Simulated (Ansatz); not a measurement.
**ZnS: the cell at several levels of theory**

How does the equilibrium cell of ZnS, database structure depend on the functional? It is relaxed with PBE, r2SCAN, PBEsol and LDA.

The runs shown are made with Ansatz 0.2.0. PAW datasets, plane waves, zero pressure. Calculated at 0 K for a non-magnetic cell.

**1. The cell**

It is trigonal, R3m (No. 160); conventional cell a = 3.806 Å, c = 28.056 Å, 19.55 Å³ an atom. Near Zn stand 4 S at 2.33–2.34 Å; near Zn stand 4 S at 2.33 Å; near S stand 4 Zn at 2.33–2.34 Å.

As a file:

```cif
data_structure
_symmetry_space_group_name_H-M 'R3m:H'
_symmetry_Int_Tables_number 160
_cell_length_a 3.8061
_cell_length_b 3.8061
_cell_length_c 28.0558
_cell_angle_alpha 90.000
_cell_angle_beta 90.000
_cell_angle_gamma 120.000
_cell_volume 351.98
loop_
_atom_site_label
_atom_site_type_symbol
_atom_site_symmetry_multiplicity
_atom_site_Wyckoff_symbol
_atom_site_fract_x
_atom_site_fract_y
_atom_site_fract_z
_atom_site_occupancy
Zn1 Zn 3 a 0.66667 0.33333 0.33330 1
Zn2 Zn 3 a 0.00000 0.00000 0.22227 1
Zn3 Zn 3 a 0.33333 0.66667 0.11128 1
S1 S 3 a 0.00000 0.00000 0.08327 1
S2 S 3 a 0.33333 0.66667 0.19451 1
S3 S 3 a 0.00000 0.00000 0.30536 1
```

**2. Relaxing with PBE**

Input file input.yaml:

```yaml
crystal:
  lattice:
    - [1.9030712007, 1.09873867, 9.3519478348]
    - [-1.9030712007, 1.09873867, 9.3519478348]
    - [0.0, -2.19747734, 9.3519478348]
  atoms:
    - { symbol: Zn, position: [0.99997114, 0.99997114, 0.99997114] }
    - { symbol: Zn, position: [0.22226941, 0.22226941, 0.22226941] }
    - { symbol: Zn, position: [0.44461344, 0.44461344, 0.44461344] }
    - { symbol: S, position: [0.08326717, 0.08326717, 0.08326717] }
    - { symbol: S, position: [0.5278423, 0.5278423, 0.5278423] }
    - { symbol: S, position: [0.30536254, 0.30536254, 0.30536254] }
kpoints:
  mp_grid: { grid: [8, 8, 8] }
hamiltonian:
  xc: pbe
scf:
  occupations: { method: fermi_dirac, width: 0.02 }
relax:
  f_tol: 0.005
  cell: {}
```

Command:

```console
> ansatz run input.yaml --threads 4 --pin off --max-ram 5529MiB --backend cpu --events-out ev --progress --plain --runs-dir out
```

The runs that follow: Relaxation with r2SCAN; PBEsol: cell and atoms; LDA: cell and atoms.

**Question.** What will these runs give? Wanted: for each run, a; c; volume; space group; SCF geometries.

**Answer**, as computed:

```
 level  a (Å)   c (Å)  volume (Å³/atom)  space group  SCF geometries
   PBE  3.846  28.347            20.177          R3m               5
r2SCAN  3.807  28.065            19.569          R3m               4
PBEsol  3.784  27.900            19.220          R3m               6
   LDA  3.741  27.603            18.586          R3m               5
```

From the start to the first minimum the volume moved by +3.2 %. The volume runs from LDA (least) to PBE (most), a spread of 8.6 %, or 2.8 % in length if all axes shared it alike.
